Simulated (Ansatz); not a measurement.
Input, command and steps of an Ansatz relaxation.

```yaml
crystal:
  lattice:
    - [-3.3718325683, 3.3718325683, 3.0417010693]
    - [3.3718325683, -3.3718325683, 3.0417010693]
    - [3.3718325683, 3.3718325683, -3.0417010693]
  atoms:
    - { symbol: Zr, position: [0.75, 0.25, 0.5] }
    - { symbol: Zr, position: [0.0, 0.0, 0.0] }
    - { symbol: Si, position: [0.25, 0.75, 0.5] }
    - { symbol: Si, position: [0.5, 0.5, 0.0] }
    - { symbol: O, position: [0.1359092037, 0.3196721472, 0.8162370564] }
    - { symbol: O, position: [0.0696721472, 0.7534350908, 0.6837629436] }
    - { symbol: O, position: [0.5034350908, 0.3196721472, 0.1837629436] }
    - { symbol: O, position: [0.0696721472, 0.3859092037, 0.3162370564] }
    - { symbol: O, position: [0.6140907963, 0.9303278528, 0.6837629436] }
    - { symbol: O, position: [0.6803278528, 0.8640907963, 0.1837629436] }
    - { symbol: O, position: [0.2465649092, 0.9303278528, 0.3162370564] }
    - { symbol: O, position: [0.6803278528, 0.4965649092, 0.8162370564] }
basis:
  ecutwfc: 420
kpoints:
  mp_grid: { grid: [6, 6, 6] }
hamiltonian:
  xc: pbe
scf:
  occupations: { method: gaussian, width: 0.02 }
output:
  forces: true
  stress: true
  eigenvalues: true
relax:
  adjacent_minimum: "off"
  f_tol: 0.01
  max_steps: 30
  cell: { stress_tol: 0.1, fix: [volume] }
```

```bash
ansatz run input.yaml --threads 2 --pin off --max-ram 5120MiB --backend cpu --events-out ev --progress --plain --runs-dir out
```

All numbers below come from DFT PBE, scalar-relativistic, plane waves, PAW (Ansatz 0.2.0).

The volume is held at 1.03 times that of the relaxed cell.

Of 6 frames 5 are shown, positions in Å and forces in eV/Å; the SCF threshold varies from step to step. Steps run on the plane waves of an earlier cell, with a Pulay correction in the pressure. The basis is chosen afresh for the last frame, the zero of the energies, and at times for earlier ones too; energy and pressure step there, also at an unchanged geometry.

```xyz
12
Lattice="-3.3718 3.3718 3.0417 3.3718 -3.3718 3.0417 3.3718 3.3718 -3.0417" Properties=species:S:1:pos:R:3:forces:R:3 pbc="T T T" step=1 free_energy_over_end_meV_per_atom=0.84 pressure_GPa=-6.26
Zr    0.0000    3.3718    1.5209    0.0000    0.0000    0.0000
Zr    0.0000    0.0000    0.0000    0.0000    0.0000    0.0000
Si    3.3718    0.0000    1.5209    0.0000    0.0000    0.0000
Si    0.0000    0.0000    3.0417    0.0000    0.0000    0.0000
O     3.3718    2.1326   -1.0970    0.0000    0.2271    0.0966
O     4.6111    0.0000    0.4238   -0.2271    0.0000    0.0966
O     0.0000    1.2392    1.9447    0.0000   -0.2271    0.0966
O     2.1326    0.0000    0.4238    0.2271    0.0000    0.0966
O     3.3718    1.2392    2.6179    0.0000   -0.2271   -0.0966
O     1.2392    0.0000    4.1387   -0.2271    0.0000   -0.0966
O     3.3718   -1.2392    2.6179    0.0000    0.2271   -0.0966
O     2.1326    3.3718    1.0970    0.2271    0.0000   -0.0966
12
Lattice="-3.3747 3.3747 3.0366 3.3747 -3.3747 3.0366 3.3747 3.3747 -3.0366" Properties=species:S:1:pos:R:3:forces:R:3 pbc="T T T" step=2 free_energy_over_end_meV_per_atom=0.32 pressure_GPa=-5.95
Zr    0.0000    3.3747    1.5183    0.0000    0.0000    0.0000
Zr    0.0000    0.0000    0.0000    0.0000    0.0000    0.0000
Si    3.3747    0.0000    1.5183    0.0000    0.0000    0.0000
Si    0.0000    0.0000    3.0366    0.0000    0.0000    0.0000
O     3.3747    2.1382   -1.0961    0.0000    0.1268    0.0427
O     4.6112    0.0000    0.4222   -0.1268    0.0000    0.0427
O     0.0000    1.2365    1.9405    0.0000   -0.1268    0.0427
O     2.1382    0.0000    0.4222    0.1268    0.0000    0.0427
O     3.3747    1.2365    2.6143    0.0000   -0.1268   -0.0427
O     1.2365    0.0000    4.1326   -0.1268    0.0000   -0.0427
O     3.3747   -1.2365    2.6143    0.0000    0.1268   -0.0427
O     2.1382    3.3747    1.0961    0.1268    0.0000   -0.0427
12
Lattice="-3.3806 3.3806 3.0259 3.3806 -3.3806 3.0259 3.3806 3.3806 -3.0259" Properties=species:S:1:pos:R:3:forces:R:3 pbc="T T T" step=3 free_energy_over_end_meV_per_atom=0.05 pressure_GPa=-5.46
Zr    0.0000    3.3806    1.5129    0.0000    0.0000    0.0000
Zr    0.0000    0.0000    0.0000    0.0000    0.0000    0.0000
Si    3.3806    0.0000    1.5129    0.0000    0.0000    0.0000
Si    0.0000    0.0000    3.0259    0.0000    0.0000    0.0000
O     3.3806    2.1477   -1.0955    0.0000    0.0101    0.0014
O     4.6135    0.0000    0.4174   -0.0101    0.0000    0.0014
O     0.0000    1.2329    1.9304    0.0000   -0.0101    0.0014
O     2.1477    0.0000    0.4174    0.0101    0.0000    0.0014
O     3.3806    1.2329    2.6084    0.0000   -0.0101   -0.0014
O     1.2329    0.0000    4.1214   -0.0101    0.0000   -0.0014
O     3.3806   -1.2329    2.6084    0.0000    0.0101   -0.0014
O     2.1477    3.3806    1.0955    0.0101    0.0000   -0.0014
12
Lattice="-3.3792 3.3792 3.0284 3.3792 -3.3792 3.0284 3.3792 3.3792 -3.0284" Properties=species:S:1:pos:R:3:forces:R:3 pbc="T T T" step=4 free_energy_over_end_meV_per_atom=0.04 pressure_GPa=-5.47
Zr    0.0000    3.3792    1.5142    0.0000    0.0000    0.0000
Zr    0.0000    0.0000    0.0000    0.0000    0.0000    0.0000
Si    3.3792    0.0000    1.5142    0.0000    0.0000    0.0000
Si    0.0000    0.0000    3.0284    0.0000    0.0000    0.0000
O     3.3792    2.1470   -1.0959    0.0000   -0.0083   -0.0101
O     4.6114    0.0000    0.4183    0.0083    0.0000   -0.0101
O     0.0000    1.2322    1.9325    0.0000    0.0083   -0.0101
O     2.1470    0.0000    0.4183   -0.0083    0.0000   -0.0101
O     3.3792    1.2322    2.6101    0.0000    0.0083    0.0101
O     1.2322    0.0000    4.1243    0.0083    0.0000    0.0101
O     3.3792   -1.2322    2.6101    0.0000   -0.0083    0.0101
O     2.1470    3.3792    1.0959   -0.0083    0.0000    0.0101
12
Lattice="-3.3795 3.3795 3.0279 3.3795 -3.3795 3.0279 3.3795 3.3795 -3.0279" Properties=species:S:1:pos:R:3:forces:R:3 pbc="T T T" step=6 free_energy_over_end_meV_per_atom=0.00 pressure_GPa=-5.48
Zr    0.0000    3.3795    1.5139    0.0000    0.0000    0.0000
Zr    0.0000    0.0000    0.0000    0.0000    0.0000    0.0000
Si    3.3795    0.0000    1.5139    0.0000    0.0000    0.0000
Si    0.0000    0.0000    3.0279    0.0000    0.0000    0.0000
O     3.3795    2.1472   -1.0962    0.0000    0.0000   -0.0005
O     4.6118    0.0000    0.4177    0.0000    0.0000   -0.0005
O     0.0000    1.2323    1.9317    0.0000    0.0000   -0.0005
O     2.1472    0.0000    0.4177    0.0000    0.0000   -0.0005
O     3.3795    1.2323    2.6102    0.0000    0.0000    0.0005
O     1.2323    0.0000    4.1241    0.0000    0.0000    0.0005
O     3.3795   -1.2323    2.6102    0.0000    0.0000    0.0005
O     2.1472    3.3795    1.0962    0.0000    0.0000    0.0005
```

The run took 12 s on 2 threads of AMD EPYC 9B45 (Zen 5), with other jobs on the host, peak memory 0.59 GiB.